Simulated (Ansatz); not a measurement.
O started on a C site in diamond, 128 atoms, charge +1

All numbers come from Ansatz (PAW, plane waves, no spin–orbit coupling) at the single k point (¼, ¼, ¼) without its symmetry partners. The atoms were relaxed with PBEsol in a fixed cell; other functionals are single points on those atoms unless said otherwise. The valence top and gap of the host come from its small cell on a dense mesh, with the band extrema sought between the mesh points, lined up by the mean potential, PBEsol gap 4.03 eV, HSE06 gap 5.31 eV. The charge correction uses an assumed dielectric constant of 5.7.

Relaxed structure:

```
CELL_PARAMETERS angstrom
0.00000 7.10761 7.10761
7.10761 0.00000 7.10761
7.10761 7.10761 0.00000
ATOMIC_POSITIONS crystal
C 0.00011 0.99967 0.99997
C 0.49979 0.99990 0.00020
C 0.99934 0.49966 0.00076
C 0.99934 0.00046 0.49995
C 0.25053 0.24951 0.24980
C 0.49973 0.49946 0.00026
C 0.49973 0.99996 0.49976
C 0.75070 0.24934 0.24963
C 0.99942 0.49965 0.49995
C 0.24977 0.74968 0.25024
C 0.24978 0.24994 0.74998
C 0.75072 0.74974 0.24965
C 0.75072 0.24935 0.75004
C 0.24973 0.74972 0.75003
C 0.74941 0.74994 0.75024
C 0.06263 0.06223 0.06252
C 0.56279 0.06219 0.06249
C 0.06289 0.56237 0.06225
C 0.06289 0.06196 0.56267
C 0.31283 0.31228 0.31257
C 0.56271 0.56258 0.06251
C 0.56272 0.06220 0.56288
C 0.81429 0.31131 0.31161
C 0.05881 0.56279 0.56309
C 0.31200 0.81124 0.31362
C 0.31200 0.31333 0.81153
C 0.57047 0.56291 0.56320
C 0.81279 0.81238 0.31245
C 0.81279 0.31215 0.81268
C 0.31235 0.81231 0.81261
C 0.81157 0.81276 0.81307
C 0.00015 0.99964 0.24988
C 0.25037 0.24984 0.99951
C 0.50008 0.99962 0.24998
C 0.75015 0.24958 0.00000
C 0.00128 0.49950 0.24945
C 0.24997 0.74969 0.00003
C 0.00015 0.99965 0.75005
C 0.25037 0.24985 0.49993
C 0.49988 0.49887 0.25184
C 0.74989 0.74984 0.00016
C 0.49968 0.99994 0.75007
C 0.75361 0.24743 0.49935
C 0.99837 0.49976 0.75081
C 0.24611 0.75104 0.50131
C 0.49983 0.49890 0.74914
C 0.74996 0.74983 0.49988
C 0.06289 0.06195 0.31247
C 0.31284 0.31229 0.06223
C 0.56279 0.06218 0.31248
C 0.81279 0.31213 0.06241
C 0.06288 0.56236 0.31249
C 0.31235 0.81229 0.06273
C 0.06262 0.06223 0.81262
C 0.31194 0.31334 0.56308
C 0.57084 0.56302 0.30278
C 0.81278 0.81238 0.06243
C 0.56267 0.06221 0.81227
C 0.81428 0.31135 0.56281
C 0.05871 0.56283 0.81534
C 0.31194 0.81132 0.56311
C 0.56273 0.56260 0.81223
C 0.81161 0.81274 0.56269
C 0.00016 0.24958 0.99994
C 0.25036 0.99922 0.25013
C 0.50008 0.24968 0.99992
C 0.75015 0.99970 0.24988
C 0.00015 0.74975 0.99995
C 0.00128 0.24915 0.49979
C 0.25036 0.49964 0.25014
C 0.49968 0.74977 0.00025
C 0.24997 0.99973 0.74999
C 0.49989 0.25154 0.49917
C 0.75360 0.49906 0.24772
C 0.74990 0.99986 0.75014
C 0.99836 0.75052 0.50005
C 0.24611 0.50102 0.75134
C 0.49984 0.74884 0.49920
C 0.74996 0.49958 0.75013
C 0.06289 0.31218 0.06224
C 0.31284 0.06193 0.31258
C 0.56278 0.31219 0.06248
C 0.81279 0.06211 0.31242
C 0.06262 0.81232 0.06253
C 0.06288 0.31219 0.56266
C 0.31193 0.56279 0.31364
C 0.56266 0.81197 0.06252
C 0.31235 0.06243 0.81259
C 0.57086 0.30243 0.56332
C 0.81428 0.56251 0.31164
C 0.81278 0.06213 0.81268
C 0.05870 0.81504 0.56313
C 0.31193 0.56281 0.81163
C 0.56274 0.81193 0.56290
C 0.81161 0.56239 0.81304
C 0.24997 0.99971 0.00001
C 0.75015 0.99970 0.00000
C 0.00129 0.24914 0.24944
C 0.25033 0.49966 0.99954
C 0.25033 0.99924 0.49996
C 0.50007 0.24967 0.24997
C 0.74993 0.49955 0.00015
C 0.74993 0.99985 0.49984
C 0.00016 0.74974 0.24988
C 0.00016 0.24958 0.75004
C 0.24622 0.50097 0.50125
C 0.49997 0.74878 0.25171
C 0.49997 0.25141 0.74909
C 0.75368 0.49911 0.49941
C 0.99832 0.75054 0.75084
C 0.49967 0.74978 0.75008
C 0.31258 0.06221 0.06251
C 0.81273 0.06223 0.06252
C 0.06339 0.31199 0.31228
C 0.31256 0.56234 0.06253
C 0.31257 0.06223 0.56264
C 0.56331 0.31205 0.31234
C 0.81348 0.56244 0.06140
C 0.81349 0.06110 0.56273
C 0.06218 0.81245 0.31264
C 0.06218 0.31234 0.81274
C 0.27745 0.57406 0.57436
C 0.56332 0.81188 0.31238
C 0.56332 0.31208 0.81219
C 0.81352 0.56241 0.56271
C 0.06218 0.81245 0.81275
C 0.56228 0.81239 0.81270
O 0.52628 0.49131 0.49156
```

Chemical potentials μ are those of reference phases of the elements at zero temperature by the same functional (the usual solids, diamond for C, grey Sn, and the molecules H2, N2, O2, F2, Cl2, Br2 and S8).

| functional | E(defect) − E(host) − Σ nμ + q·E_VBM (eV) | monopole (eV) | alignment (eV) | formation energy at E_F = VBM (eV) | moment (μB) | wall time, shared host |
| --- | --- | --- | --- | --- | --- | --- |
| PBEsol | 3.05 | 0.41 | -0.03 | 3.43 | 1.0 | 30 s on NVIDIA GB300 (relaxation) |
| HSE06 | 2.92 | 0.41 | -0.03 | 3.30 | 1.0 | 44 s on NVIDIA GB300 |

HSE06 one-electron levels near the gap (the ten most localised at most), from the host's valence top, not corrected for the charge's images:

```csv
level (eV),spin,filling,atoms sharing it,element of the atom with most weight
-0.28,down,1.00,123.2,spread
-0.27,up,1.00,121.0,spread
-0.26,down,1.00,121.3,spread
0.94,up,1.00,4.6,C
3.38,down,0.00,13.7,C
3.88,up,0.00,11.8,C
4.57,down,0.00,8.6,C
```

One k point and a cell of this size can leave errors of several tenths of an eV in such numbers.
